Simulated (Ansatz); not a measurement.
Runs of Ansatz 0.2.0 on CuO (Tenorite). The structure is monoclinic, space group C2/c (No. 15). The conventional cell has a = 4.684 Å, b = 3.423 Å, c = 5.129 Å, α = 90.00°, β = 99.54°, γ = 90.00°. Around Cu (site symmetry -1) lie 4 O at 1.95 to 1.96 Å. O (site symmetry 2) has 4 Cu at 1.95 to 1.96 Å as nearest neighbours. 

```tsv
level	share of exact exchange	gap on the mesh (eV)	pressure (GPa)	largest force (eV/Å)
HSE06 form with a typed share of exact exchange	0.1	none	3.4	0.27
HSE06 form with a typed share of exact exchange	0.15	none	2.3	0.27
HSE06 form with a typed share of exact exchange	0.5	none	(b)	0.23
HSE06 form with a typed share of exact exchange	0	none	5.8	0.26
HSE06 form with a typed share of exact exchange	0.35	none	(a)	0.26
HSE06	0.25	none	0.1	0.27
```

Alike in all rows: task single point; potentials or basis Ansatz PAW; no spin polarisation; cell as given; k mesh 6 × 6 × 3; cutoff (eV) 420; smearing fermi-dirac 0.05 eV; the mesh is coarse, so values aren't converged.

Task: Estimate the missing entries.

Result: (a) -2.0; (b) -5.1.

Caveats: all runs use coarse meshes; the run has no spin polarisation, though such a crystal can be magnetic; the PAW data sets come from PBE, with cores solved anew for the run's functional, which leaves a small shift of forces and pressure (some runs); the thresholds are loose for stress (some runs); the PAW data sets were made with another functional, which shifts forces and pressure a little (some runs).

A gap of «none» marks a metal or a gap under the smearing width.

Runs at the PBE level aren't shown here.
